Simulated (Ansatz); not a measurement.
BP:

```
CELL_PARAMETERS angstrom
0.00000 2.26900 2.26900
2.26900 0.00000 2.26900
2.26900 2.26900 0.00000
ATOMIC_POSITIONS crystal
P 0.75000 0.75000 0.75000
B 0.00000 0.00000 0.00000
```

Below is the output of Ansatz 0.2.0 for this cell. Logs are shortened: lines on timing, memory, paths and dates and some standing lists are left out, and cuts for length are marked.

```text
Warning: RAYON_NUM_THREADS=2 ignored (pool sized by the plan → 2); use --threads N
scf.n_extra_bands = 6 over 4 filled bands (N_el = 8.0): the run solves 10 bands
Engine: ansatz 0.2.0, x86_64-unknown-linux-gnu
Pseudopotentials: kind: paw
Pseudopotential: P, paw, valence charge 5, recommended cutoff 420 eV (normal), P.paw.azcp
Pseudopotential: B, paw, valence charge 3, recommended cutoff 420 eV (normal), B.paw.azcp
Functional definition: PBEsol
  exchange = pbesol_x
  correlation = pbesol_c
Crystal: 2 atoms, lattice volume = 23.363 Å³
Basis set: ecut = 420 eV, 459 PW (Γ), exchange–correlation on 48×48×48 points (8 copies of the dense FFT grid, shifted against one another)
Bands: 10, of which v1, the nominal top of the filled ones, is band 4 counted from 1 (3 counted from 0)
Symmetry: 24 space group operations
Space group: F-43m (ITA 216), of the structure as read, at distance tolerance 2.9e-5 Å
k-points: 47 of 1000 (time reversal used)
Non-local potential: P, projectors of the file, l = 0: 2, l = 1: 2, l = 2: 2
Non-local potential: B, projectors of the file, l = 0: 2, l = 1: 2, l = 2: 1
PAW form: soft (Blöchl's): semilocal exchange-correlation on the pseudo side does not see the compensation charge
PAW frozen core: P, regenerated for the run's functional, and the local potential with it (the file was generated under x = pbe(κ = 0.804, μ = 0.2195149727645171), c = pbe(β = 0.06672455060314922))
PAW frozen core: B, regenerated for the run's functional, and the local potential with it (the file was generated under x = pbe(κ = 0.804, μ = 0.2195149727645171), c = pbe(β = 0.06672455060314922))
PAW one-centre angular grid: P, 110 points (default); XC on 64 Gauss nodes
PAW one-centre angular grid: B, 110 points (default); XC on 64 Gauss nodes
Initial density: superposition of atomic densities (neutral atoms: chi_scale 0, normalization atom), corrected by the library's trained network
Initial wavefunctions: pseudopotential atomic-orbital guess
Functional: x = pbesol(κ = 0.804, μ = 0.12345679012345678), c = pbesol(β = 0.046)
SCF iter   1: F=—  HF=-893.588980 eV  |F-HF|=—  |Δ(HF+E_count)|=         —  Δρ=4.52e-3  dr2=5.89e-3  ethr=1.77e-3  ⟨swp⟩=6.1  Hψ=3930  notcnv=0  defer=3
preconditioner: auto → none  [insulator: Δε(μ)=1.101 eV  Ē_g=14.914 eV  σ=0.050 eV  W_gap=1.00  n_scr=0 (ndim 8)  ℏωp=21.7 eV  f_vac=0.000  D(μ)=0.00/eV (n_scr^D=0)  ε∞_Penn≈3.1]
SCF iter   2: F=—  HF=-893.587562 eV  |F-HF|=—  |Δ(HF+E_count)|=   1.42e-3  Δρ=1.63e-3  dr2=6.80e-4  ethr=7.36e-5  ⟨swp⟩=2.0  Hψ=966  notcnv=0  defer=22
SCF iter   3: F=—  HF=-893.587404 eV  |F-HF|=—  |Δ(HF+E_count)|=   1.58e-4  Δρ=5.32e-4  dr2=6.01e-5  ethr=8.50e-6  ⟨swp⟩=2.3  Hψ=581  notcnv=0  defer=22
SCF iter   4: F=—  HF=-893.587404 eV  |F-HF|=—  |Δ(HF+E_count)|=   6.56e-7  Δρ=1.26e-4  dr2=1.95e-6  ethr=7.52e-7  ⟨swp⟩=2.0  Hψ=582  notcnv=0  defer=22
SCF iter   5: F=—  HF=-893.587405 eV  |F-HF|=—  |Δ(HF+E_count)|=   1.04e-6  Δρ=3.11e-5  dr2=2.89e-7  ethr=2.44e-8  ⟨swp⟩=2.5  Hψ=583  notcnv=0  defer=22
SCF iter   6: F=-893.587405 eV  HF=-893.587405 eV  |F-HF|=1.90e-8  |Δ(HF+E_count)|=   8.40e-8  Δρ=9.71e-6  dr2=2.65e-8  ethr=1.25e-9  ⟨swp⟩=11.7  Hψ=3015  notcnv=0
SCF 1 converged in 6 iterations: F = -893.587405 eV  dr2 = 2.65e-8
  greatest PAW one-centre occupation: 0.771 electrons in one spin orbital (limit 2), on the P atom at site 0 (counted from 0), in its partial waves of l = 0
NSCF: frozen V_eff on 142 k-points
SCF converged after 6 iterations
Free energy (F): -893.587405 eV
Harris-Foulkes:  -893.587405 eV  (|F-HF|=1.90e-8)
Internal energy: -893.587405 eV  (E = F + TS)
E sigma→0 (E₀):  -893.587405 eV
Entropy (-TS):   -0.000000 eV (-0.000 meV/atom)
Fermi energy:    9.772545 eV
--- Per-component energies (eV) ---
  E_band       = 21.683232
  E_kinetic    = 121.379701
  E_local      = -67.679993  (includes V_loc(G=0)·N_el)
  E_nonlocal   = 45.208586
  E_hartree    = 16.733171
  E_xc         = -94.180928
  E_vxc        = -100.347112  (∫ρ·V_xc dr)
  E_paw        = -629.617232  (= ΣΔE_a)
  E_vpaw       = -10.344172  (= ΣTr[D̂ρ^β])
  E_aug_tail   = 0.000000  (compensation charges beyond the density's cutoff)
  E_ewald      = -285.491518
  E_core_change = 0.060807  (= ΣΔE_core)
  E_smearing   = -0.000000  (= −TS)
  E_closure    = 0.000000  (closes the sum)
  Σ components = -893.587405   (vs F -893.587405, Δ=0.00e0)
--- Forces (eV/Å), atoms counted from 1 ---
  atom   1  P      0.00000000    -0.00000000     0.00000000
  atom   2  B     -0.00000000     0.00000000    -0.00000000
  max |Σ_I F_I| component: 3.33e-16 eV/Å
--- Stress (GPa, compression-positive) ---
       -1.958761      -0.000000      -0.000000
       -0.000000      -1.958761       0.000000
       -0.000000       0.000000      -1.958761
  P = ⅓ Tr σ = -1.9588 GPa (-19.588 kbar)
--- Band table (eV; the first three rows and the last of 47) ---
  k-point 0: bands = ["-6.2625", "9.2237", "9.2237", "9.2237", "12.5860", "12.5860", "12.5860", "16.5636", "20.4715", "21.2018"]
  k-point 1: bands = ["-6.0819", "7.9138", "8.9268", "8.9268", "12.9954", "12.9954", "13.0155", "17.0831", "20.5155", "20.5155"]
  k-point 2: bands = ["-5.5468", "5.5617", "8.3658", "8.3658", "13.2026", "13.7117", "13.7117", "18.2295", "19.9142", "19.9142"]
  k-point 46: bands = ["-1.1363", "1.1043", "3.6385", "3.8059", "13.7348", "14.5261", "17.4033", "17.8199", "21.9576", "25.2337"]
```

Q: What input gives this log?

A: Band structure with PBEsol, no spin polarisation. The files as run (others can give the same):

input.yaml
```yaml
crystal:
  lattice:
    - [0.0, 2.269, 2.269]
    - [2.269, 0.0, 2.269]
    - [2.269, 2.269, 0.0]
  atoms:
    - { symbol: P, position: [0.75, 0.75, 0.75] }
    - { symbol: B, position: [0.0, 0.0, 0.0] }
hamiltonian:
  xc: pbesol
  pseudopotentials: { kind: paw }
kpoints:
  mp_grid: { grid: [10, 10, 10] }
  band_path:
    path:
      - [[0.0, 0.0, 0.0], [0.5, 0.0, 0.5], [0.5, 0.25, 0.75], [0.375, 0.375, 0.75], [0.0, 0.0, 0.0], [0.5, 0.5, 0.5], [0.625, 0.25, 0.625], [0.5, 0.25, 0.75], [0.5, 0.5, 0.5], [0.375, 0.375, 0.75]]
      - [[0.625, 0.25, 0.625], [0.5, 0.0, 0.5]]
    npoints: 14
scf:
  occupations: { method: fermi_dirac, width: 0.05 }
  n_extra_bands: 6
output:
  forces: true
  stress: true
  eigenvalues: true
  fatbands: false
  write_density: true
  write_potential: true
  elf: true
  volumetric_format: npy
```

Potentials or basis: Ansatz PAW.
Launch:
```console
$ ansatz run input.yaml --threads 2 --pin off --max-ram 5632MiB --backend cpu --events-out ev --progress --plain --runs-dir out
```

Caveat: the PAW data sets come from PBE, with cores solved anew for the run's functional, which leaves a small shift of forces and pressure.
